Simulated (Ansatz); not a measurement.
# Ge: the cost of one run

Program: Ansatz 0.2.0. Level of theory: DFT PBE, scalar-relativistic, plane waves, PAW. These are calculated values, not measurements.

## (1) The system as given

It takes space group Im-3m (No. 229, cubic). The conventional cell has a = 6.788 Å, b = 6.788 Å, c = 6.788 Å, α = 90.00°, β = 90.00°, γ = 90.00°. Around Ge (site symmetry -4m2) lie 4 Ge at 2.40 Å.

Coordinates:

```
CELL_PARAMETERS angstrom
-3.39411 3.39411 3.39411
3.39411 -3.39411 3.39411
3.39411 3.39411 -3.39411
ATOMIC_POSITIONS crystal
Ge 0.50000 0.75000 0.25000
Ge 0.75000 0.25000 0.50000
Ge 0.75000 0.50000 0.25000
Ge 0.50000 0.25000 0.75000
Ge 0.25000 0.75000 0.50000
Ge 0.25000 0.50000 0.75000
```

Recipe of the guess: 4-connected net of one element (Im-3m, No. 229). Lengths come from tabulated atomic sizes and are only a guess.

## (2) Probe: one point on a coarse mesh

input.yaml

```yaml
crystal:
  lattice:
    - [-3.39411255, 3.39411255, 3.39411255]
    - [3.39411255, -3.39411255, 3.39411255]
    - [3.39411255, 3.39411255, -3.39411255]
  atoms:
    - { symbol: Ge, position: [0.5, 0.75, 0.25] }
    - { symbol: Ge, position: [0.75, 0.25, 0.5] }
    - { symbol: Ge, position: [0.75, 0.5, 0.25] }
    - { symbol: Ge, position: [0.5, 0.25, 0.75] }
    - { symbol: Ge, position: [0.25, 0.75, 0.5] }
    - { symbol: Ge, position: [0.25, 0.5, 0.75] }
basis:
  ecutwfc: 420
kpoints:
  mp_grid: { grid: [4, 4, 4] }
hamiltonian:
  xc: pbe
scf:
  occupations: { method: gaussian, width: 0.1 }
  lower_state_search: "off"
output:
  forces: true
  stress: true
  eigenvalues: true
```

The run is started by

```console
$ ansatz run input.yaml --threads 1 --pin off --max-ram 2560MiB --backend cpu --events-out ev --progress --plain --runs-dir out
```

What time and memory should one allow on 1 thread of Arm Neoverse V1, shared host?

About 4.1 s, with a peak of 0.38 GiB.
